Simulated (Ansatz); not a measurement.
# PBE against PBEsol: LaAlO3, biaxial strain −0.81 %, plane normal [001], relaxed out of plane

Base system: LaAlO3 (space group R-3c, No. 167; a = 5.413 Å, c = 13.193 Å (hexagonal axes)). Axes: x lies along a and z along c of the hexagonal cell.

(Cell as relaxed with PBE.)

Levels (all Ansatz, a first-principles code, PAW): PBE (420 eV, without spin-orbit coupling); PBEsol (420 eV, scalar-relativistic without spin-orbit coupling).

Each level relaxes its own structure.

```
base                      PBE    PBEsol
-------------------  --------  --------
volume per atom      11.16 Å³  10.80 Å³
lattice parameter a   5.413 Å   5.353 Å
band gap              4.02 eV   3.94 eV
```

Perturbation: compressive biaxial strain of 0.81 % in the plane normal to [001], as in epitaxy on a mismatched substrate; the out-of-plane cell vector and the atoms relax.

| quantity | PBE | PBEsol |
|---|---|---|
| pressure (mean of the normal stresses, compression positive) | 2.30 GPa | ? |
| out-of-plane strain | +0.37 % | ? |
| energy relative to the base (free energy F) | +1.9 meV/atom | ? |

Question: Given the PBE results, estimate those of PBEsol.

Answer: 
- pressure (mean of the normal stresses, compression positive), PBEsol: 2.42 GPa
- out-of-plane strain, PBEsol: +0.39 %
- energy relative to the base (free energy F), PBEsol: +2.0 meV/atom

PBE's pressure lies 0.128 GPa below PBEsol's. Neither level is exact; PBEsol is the comparison here, not a measurement.

Whether these cells are dynamically stable was not tested.
